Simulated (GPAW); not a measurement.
ZrS2: relaxation of cell and atoms with PBE+D3(BJ)

ZrS2:

```
Zr S
1.0
     3.69138    0.00000    0.00000
    -1.84569    3.19683    0.00000
     0.00000    0.00000    6.04108
Zr S
1 2
Direct
  0.00000 0.00000 0.00000
  0.33333 0.66667 0.23791
  0.66667 0.33333 0.76209
```

The cell is a database's computed one.

| Quantity | Value |
| --- | --- |
| Program | GPAW 26.7.0 |
| Task | relaxation of cell and atoms |
| Functional | PBE |
| Dispersion | D3(BJ) |
| Potentials or basis | GPAW PAW data sets (gpaw-data 1.2.1) |
| Cutoff | 600 eV |
| Basis | pw |
| k mesh | 8 × 8 × 5 |
| Occupations | fermi-dirac, width 0.05 eV |
| Spin | no spin polarisation |
| Target pressure | 5 GPa |
| Maxiter | 150 |
| Optimizer | BFGS |
| Fmax | 0.01 eV/Å |
| Max steps | 60 |
| Target pressure | 5 GPa |
| Convergence | density=1e-05 forces=0.0001 |

```json
{
 "Relaxed volume": "19.72 Å³/atom",
 "Relaxed cell": "a = 3.554 Å, b = 3.554 Å, c = 5.408 Å, α = 90.00°, β = 90.00°, γ = 120.00°",
 "Space group after relaxing (to 0.05 Å)": "P-3m1 (No. 164)",
 "Energy change on relaxing (the enthalpy is what falls)": "+14.5 meV/atom",
 "Ionic steps": "11",
 "Pressure after relaxing": "5.0 GPa",
 "Band gap on the k mesh": "0.20 eV, indirect (least direct gap 1.13 eV)",
 "Dispersion energy per atom": "-0.406 eV"
}
```

Step by step:
```csv
step,energy change (eV),largest force (eV/Å),pressure (GPa),volume (Å³)
1,0.0000,0.0277,-2.20,71.29
2,-0.0101,0.1982,-0.89,70.21
3,0.0418,0.9227,5.56,65.38
4,0.0412,0.8830,5.85,64.69
5,0.0882,0.0120,5.89,59.56
6,0.0637,0.0304,5.03,60.09
7,0.0249,0.1417,3.48,60.68
8,0.0141,0.1846,3.02,60.45
9,0.0305,0.1224,3.89,59.62
10,0.0404,0.0233,4.74,59.26
11,0.0435,0.0016,4.99,59.15
```

Final structure:
```xyz
3
Lattice="3.5538 0.0000 0.0000 -1.7769 3.0777 0.0000 0.0000 0.0000 5.4084" Properties=species:S:1:pos:R:3 pbc="T T T"
Zr    0.0000    0.0000    0.0000
S     0.0000    2.0518    1.4736
S     1.7769    1.0259    3.9348
```

Levels at points of the mesh, in eV from the valence-band top:
| k point | band 9 | band 10 | band 11 | band 12 | band 13 | band 14 | band 15 | band 16 |
| --- | --- | --- | --- | --- | --- | --- | --- | --- |
| (0.00, 0.00, 0.00) | -3.38 | -0.50 | -0.50 | 0.00 | 1.13 | 1.13 | 1.69 | 4.11 |
| (0.50, 0.50, 0.00) | -3.30 | -3.00 | -2.68 | -2.01 | 0.35 | 3.11 | 3.54 | 5.60 |

Wall time 5.2 min on 1 thread of Arm Neoverse V2, on a shared host, peak memory 0.38 GiB.

Caveat: later steps reuse the first step's grids; the volume moved by over 15 % at a fixed basis, so the end points are rough; an odd mesh through Γ misses points on the zone boundary, where band edges often lie.
